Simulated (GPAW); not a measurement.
The system is FeO (Wuestite).

```
CELL_PARAMETERS angstrom
0.00000 2.15540 2.15540
2.15540 0.00000 2.15540
2.15540 2.15540 0.00000
ATOMIC_POSITIONS crystal
Fe 0.00000 0.00000 0.00000
O 0.50000 0.50000 0.50000
```

Base run:

* Program: GPAW 26.7.0
* Functional: PW91
* Potentials or basis: PAW data sets generated in the run's folder for this functional
* Cutoff: 800 eV
* Basis: pw
* k mesh: 9 × 9 × 9
* Occupations: fermi-dirac, width 0.05 eV
* Spin: collinear spin, ferromagnetic start
* Starting moments: [3.0, 0.0] μB

Its results: pressure 0.1 GPa; net moment 4.00 μB per cell; site moments Fe +3.54; O +0.24 μB.

**Question.** The run is repeated on the same cell with these changes: functional from PW91 to LDA; band points from 60 to 100. What comes out?

**Answer.** Pressure -15.4 GPa; net moment 4.00 μB per cell; site moments Fe +3.51; O +0.25 μB.

Caveats: a cell with one magnetic atom can't hold antiferromagnetic order, which such compounds often take; so large a pressure means that the cell lies far from this level's equilibrium, or that cutoff or potentials fall short (some runs).
